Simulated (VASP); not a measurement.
A run of VASP 6.6.1 is set up as follows.

The input INCAR:

```
PREC     = Accurate       # precision mode
ENCUT    = 600            # plane-wave cutoff, eV
EDIFF    = 1E-7           # SCF threshold, eV
ISMEAR   = 0              # smearing method
SIGMA    = 0.03           # smearing width, eV
LREAL    = F              # projectors in reciprocal space
LASPH    = T              # aspherical terms in the spheres
NELM     = 80             # most SCF steps
ALGO     = Normal         # electronic algorithm
ISIF     = 3              # what is computed and relaxed
LWAVE    = F              # write WAVECAR
LCHARG   = F              # write CHGCAR
METAGGA  = R2SCAN         # meta-GGA
LMIXTAU  = T            
IBRION   = 2              # ionic algorithm
NSW      = 90             # ionic steps
EDIFFG   = -0.005         # ionic threshold
```

KPOINTS

```
regular mesh
0
Gamma
  8 8 8
```

Contents of POSCAR:

```
GaP                                     
1.0
    0.0000000000      2.7252500000      2.7252500000
    2.7252500000      0.0000000000      2.7252500000
    2.7252500000      2.7252500000      0.0000000000
  Ga              P             
     1     1
Direct
     0.0000000000000000    0.0000000000000000    0.0000000000000000
     0.2500000000000000    0.2500000000000000    0.2500000000000000
```

Potentials or basis: VASP PAW PBE potentials, release 64 (Ga_d, P).

The run is started by

```sh
$ cat potpaw_PBE.64/Ga_d/POTCAR potpaw_PBE.64/P/POTCAR > POTCAR
$ mpirun -np 1 vasp_std > vasp.out
```

(1) Estimate the band gap on the k mesh.

Results:

(1) 1.90 eV, indirect (least direct gap 2.34 eV).

Caveat: the relaxation stopped at its first step, so nothing moved.
